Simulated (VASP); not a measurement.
# Ti2O (P-3m1) in VASP: further runs, part 2 of 2

VASP 6.6.1.

### 3 Single point, LDA+U

File INCAR:

```
SYSTEM = Ti2O
ALGO = Normal
EDIFF = 1E-7
ENCUT = 520
GGA = CA
ISIF = 2
ISMEAR = -1
LASPH = .True.
LCHARG = .True.
LDAU = .True.
LDAUJ = 0 0
LDAUL = 2 -1
LDAUPRINT = 1
LDAUTYPE = 2
LDAUU = 2 0
LELF = .True.
LMAXMIX = 4
LREAL = .False.
LVHAR = .True.
LWAVE = .False.
NELM = 60
PREC = Accurate
SIGMA = 0.05
```

File KPOINTS:

```
k-points
0
Gamma
  10 10 6
  0 0 0
```

File POSCAR:

```
Ti2O
1.0
    2.9194000000      0.0000000000      0.0000000000
   -1.4597000000      2.5282745638      0.0000000000
    0.0000000000      0.0000000000      4.7130000000
Ti O
2 1
Direct
    0.3333333333      0.6666666667      0.7212600000
    0.6666666667      0.3333333333      0.2787400000
    0.0000000000      0.0000000000      0.0000000000
```

Potentials or basis: VASP PAW LDA potentials, release 64 (Ti_sv, O).

Started as:

```bash
$ cat potpaw_LDA.64/Ti_sv/POTCAR potpaw_LDA.64/O/POTCAR > POTCAR
$ mpirun -np 1 vasp_std > vasp.out
```

OUTCAR:

```text
SYSTEM = Ti2O
   EDIFF = 1E-7
   ENCUT = 520
   GGA = CA
   ISIF = 2
   ISMEAR = -1
   LASPH = .True.
   LREAL = .False.
   NELM = 60
   PREC = Accurate

 ion  position               nearest neighbor table
   1  0.333  0.667  0.721-   3 2.14   3 2.14   3 2.14   2 2.68   2 2.68   2 2.68
   2  0.667  0.333  0.279-   3 2.14   3 2.14   3 2.14   1 2.68   1 2.68   1 2.68
   3  0.000  0.000  0.000-   1 2.14   2 2.14   1 2.14   2 2.14   2 2.14   1 2.14

  LATTYP: Found a hexagonal cell.
 ALAT       =     2.9194000000
 C/A-ratio  =     1.6143728163

  Lattice vectors:

 A1 = (   2.9194000000,   0.0000000000,   0.0000000000)
 A2 = (  -1.4597000000,   2.5282745638,   0.0000000000)
 A3 = (   0.0000000000,   0.0000000000,   4.7130000000)

Analysis of symmetry for initial positions (statically):
=====================================================================
 Subroutine PRICEL returns:
 Original cell was already a primitive cell.

 Routine SETGRP: Setting up the symmetry group for a
 hexagonal supercell.

 Subroutine GETGRP returns: Found 12 space group operations
 (whereof 12 operations were pure point group operations)
 out of a pool of 24 trial point group operations.

The static configuration has the point symmetry D_3d.

Analysis of symmetry for dynamics (positions and initial velocities):
=====================================================================
 Subroutine PRICEL returns:
 Original cell was already a primitive cell.

 Routine SETGRP: Setting up the symmetry group for a
 hexagonal supercell.

 Subroutine GETGRP returns: Found 12 space group operations
 (whereof 12 operations were pure point group operations)
 out of a pool of 24 trial point group operations.

The dynamic configuration has the point symmetry D_3d.

 Subroutine INISYM returns: Found 12 space group operations
 (whereof 12 operations are pure point group operations),
 and found     1 'primitive' translations

----------------------------------------------------------------------------------------

                                     Primitive cell

  volume of cell :      34.7869

  direct lattice vectors                    reciprocal lattice vectors
     2.919400000  0.000000000  0.000000000     0.342536138  0.197763331  0.000000000
    -1.459700000  2.528274564  0.000000000     0.000000000  0.395526662  0.000000000
     0.000000000  0.000000000  4.713000000     0.000000000  0.000000000  0.212179079
[... 151 lines left out ...]
  o =  0.1610  v =  0.0000  0.0000  0.0000  0.0000  0.0000  0.0000  0.9099 -0.0000  0.0000 -0.4149      0.0000  0.0000  0.0000  0.0000  0.0000  0.0000  0.0000  0.0000  0.0000  0.0000
  o =  0.1610  v =  0.0000  0.0000  0.0000  0.0000  0.0000  0.4149  0.0000  0.0000 -0.9099 -0.0000      0.0000  0.0000  0.0000  0.0000  0.0000  0.0000  0.0000  0.0000  0.0000  0.0000
  o =  0.1610  v =  0.4149  0.0000  0.0000 -0.9099 -0.0000  0.0000  0.0000  0.0000  0.0000  0.0000      0.0000  0.0000  0.0000  0.0000  0.0000  0.0000  0.0000  0.0000  0.0000  0.0000
  o =  0.2094  v =  0.0000  0.0000  0.0000  0.0000  0.0000  0.0000 -0.4149 -0.0000  0.0000 -0.9099      0.0000  0.0000  0.0000  0.0000  0.0000  0.0000  0.0000  0.0000  0.0000  0.0000
  o =  0.2094  v =  0.0000 -0.4149 -0.0000  0.0000 -0.9099  0.0000  0.0000  0.0000  0.0000  0.0000      0.0000  0.0000  0.0000  0.0000  0.0000  0.0000  0.0000  0.0000  0.0000  0.0000
  o =  0.2094  v = -0.9099  0.0000  0.0000 -0.4149 -0.0000  0.0000  0.0000  0.0000  0.0000  0.0000      0.0000  0.0000  0.0000  0.0000  0.0000  0.0000  0.0000  0.0000  0.0000  0.0000
  o =  0.2094  v =  0.0000  0.0000  0.0000  0.0000  0.0000 -0.9099  0.0000  0.0000 -0.4149 -0.0000      0.0000  0.0000  0.0000  0.0000  0.0000  0.0000  0.0000  0.0000  0.0000  0.0000
  o =  0.2261  v =  0.0000 -0.0000  1.0000  0.0000 -0.0000  0.0000  0.0000  0.0000  0.0000  0.0000      0.0000  0.0000  0.0000  0.0000  0.0000  0.0000  0.0000  0.0000  0.0000  0.0000
  o =  0.2261  v =  0.0000  0.0000  0.0000  0.0000  0.0000  0.0000 -0.0000  1.0000  0.0000 -0.0000      0.0000  0.0000  0.0000  0.0000  0.0000  0.0000  0.0000  0.0000  0.0000  0.0000

atom =   2  type =  1  l = 2

 onsite density matrix

spin component  1

  0.2011 -0.0000 -0.0000  0.0183  0.0000
 -0.0000  0.1693 -0.0000  0.0000  0.0183
 -0.0000 -0.0000  0.2261 -0.0000 -0.0000
  0.0183  0.0000 -0.0000  0.1693 -0.0000
  0.0000  0.0183 -0.0000 -0.0000  0.2011

spin component  2

  0.2011 -0.0000 -0.0000  0.0183  0.0000
 -0.0000  0.1693 -0.0000  0.0000  0.0183
 -0.0000 -0.0000  0.2261 -0.0000 -0.0000
  0.0183  0.0000 -0.0000  0.1693 -0.0000
  0.0000  0.0183 -0.0000 -0.0000  0.2011

 occupancies and eigenvectors

  o =  0.1610  v =  0.0000  0.9099 -0.0000  0.0000 -0.4149  0.0000  0.0000  0.0000  0.0000  0.0000      0.0000  0.0000  0.0000  0.0000  0.0000  0.0000  0.0000  0.0000  0.0000  0.0000
  o =  0.1610  v =  0.0000  0.0000  0.0000  0.0000  0.0000  0.0000  0.9099 -0.0000  0.0000 -0.4149      0.0000  0.0000  0.0000  0.0000  0.0000  0.0000  0.0000  0.0000  0.0000  0.0000
  o =  0.1610  v =  0.0000  0.0000  0.0000  0.0000  0.0000  0.4149  0.0000  0.0000 -0.9099 -0.0000      0.0000  0.0000  0.0000  0.0000  0.0000  0.0000  0.0000  0.0000  0.0000  0.0000
  o =  0.1610  v =  0.4149  0.0000  0.0000 -0.9099 -0.0000  0.0000  0.0000  0.0000  0.0000  0.0000      0.0000  0.0000  0.0000  0.0000  0.0000  0.0000  0.0000  0.0000  0.0000  0.0000
  o =  0.2094  v =  0.0000  0.0000  0.0000  0.0000  0.0000  0.0000 -0.4149 -0.0000  0.0000 -0.9099      0.0000  0.0000  0.0000  0.0000  0.0000  0.0000  0.0000  0.0000  0.0000  0.0000
  o =  0.2094  v =  0.0000 -0.4149 -0.0000  0.0000 -0.9099  0.0000  0.0000  0.0000  0.0000  0.0000      0.0000  0.0000  0.0000  0.0000  0.0000  0.0000  0.0000  0.0000  0.0000  0.0000
  o =  0.2094  v = -0.9099  0.0000  0.0000 -0.4149 -0.0000  0.0000  0.0000  0.0000  0.0000  0.0000      0.0000  0.0000  0.0000  0.0000  0.0000  0.0000  0.0000  0.0000  0.0000  0.0000
  o =  0.2094  v =  0.0000  0.0000  0.0000  0.0000  0.0000 -0.9099  0.0000  0.0000 -0.4149 -0.0000      0.0000  0.0000  0.0000  0.0000  0.0000  0.0000  0.0000  0.0000  0.0000  0.0000
  o =  0.2261  v =  0.0000 -0.0000  1.0000  0.0000 -0.0000  0.0000  0.0000  0.0000  0.0000  0.0000      0.0000  0.0000  0.0000  0.0000  0.0000  0.0000  0.0000  0.0000  0.0000  0.0000
  o =  0.2261  v =  0.0000  0.0000  0.0000  0.0000  0.0000  0.0000 -0.0000  1.0000  0.0000 -0.0000      0.0000  0.0000  0.0000  0.0000  0.0000  0.0000  0.0000  0.0000  0.0000  0.0000

 number of electron      29.9999990 magnetization

 Free energy of the ion-electron system (eV)
  ---------------------------------------------------
  ext. energy  EPLUGINS =         0.00000000
  ---------------------------------------------------
  free energy    TOTEN  =       -25.50115553 eV

  energy without entropy =      -25.49400581  energy(sigma->0) =      -25.49758067

 E-fermi :  10.4824     XC(G=0): -12.9058

 val. band max:       10.4490462537   @ k =   0.0000   0.1000   0.3333
 cond. band min:      10.4990886569   @ k =   0.3000   0.1000   0.3333
 fundamental gap:      0.0500424031
 Fermi energy:        10.4824205504

 k-point     1 :       0.0000    0.0000    0.0000
  band No.  band energies     occupation
      1     -46.5276      2.00000
      2     -46.3390      2.00000
      3     -23.6300      2.00000
      4     -22.8411      2.00000
      5     -22.8411      2.00000
      6     -22.7292      2.00000
[... 505 lines left out ...]
      6     -23.0084      2.00000
[... 11 lines left out ...]
     18      13.4400      0.00000
     19      13.4850      0.00000

 [... further k-points ...]
[... 5 lines left out ...]
  --------------------------------------------------------------------------------------
  -------------------------------------------------------------------------------------
  Total        0.5022494      0.5022494      1.7017351      0.0000000      0.0000000      0.0000000
  in kB       23.1320844     23.1320844     78.3767528      0.0000000      0.0000000      0.0000000
  external PRESSURE =      41.5469739 kB  Pullay stress =       0.0000000 kB

 VOLUME and BASIS-vectors are now :
 -----------------------------------------------------------------------------
  energy-cutoff  :      520.00
  volume of cell :       34.79
      direct lattice vectors                 reciprocal lattice vectors
     2.919400000  0.000000000  0.000000000     0.342536138  0.197763331  0.000000000
    -1.459700000  2.528274564  0.000000000     0.000000000  0.395526662  0.000000000
     0.000000000  0.000000000  4.713000000     0.000000000  0.000000000  0.212179079

 POSITION                                       TOTAL-FORCE (eV/Angst)
 -----------------------------------------------------------------------------------
     -0.00000      1.68552      3.39930        -0.000000      0.000000      1.398833
      1.45970      0.84276      1.31370         0.000000     -0.000000     -1.398833
      0.00000      0.00000      0.00000        -0.000000      0.000000      0.000000
 -----------------------------------------------------------------------------------
    total drift:                               -0.000000      0.000000      0.000000

  FREE ENERGIE OF THE ION-ELECTRON SYSTEM (eV)
  ---------------------------------------------------
  free  energy   TOTEN  =       -25.5011555262 eV

  energy  without entropy=      -25.4940058095  energy(sigma->0) =      -25.49758067
```

It took 51 s on 1 thread of Intel Xeon Platinum 8375C at 2.90GHz (Ice Lake), shared host; peak memory 0.16 GiB.

What came out:

```yaml
Free_energy: -25.5012 eV
Pressure: 4.2 GPa
Largest_force: 1.399 eV/Å
Band_gap_on_the_k_mesh: none (metal or under the smearing width)
```

Forces in eV/Å, atoms in the order of the input:
```
Ti   0.000  0.000  1.399
Ti   0.000  0.000 -1.399
O    0.000  0.000  0.000
```

Eigenvalues of the final occupation matrices:
```csv
site,spin,trace,eigenvalues
site 1 d,1,0.97,0.16 0.16 0.21 0.21 0.23
site 1 d,2,0.97,0.16 0.16 0.21 0.21 0.23
site 2 d,1,0.97,0.16 0.16 0.21 0.21 0.23
site 2 d,2,0.97,0.16 0.16 0.21 0.21 0.23
```

Caveat: U without spin polarisation on a metal has little footing; forces of over 1 eV/Å show positions far from the minimum, so gaps and moduli don't describe the material at rest.
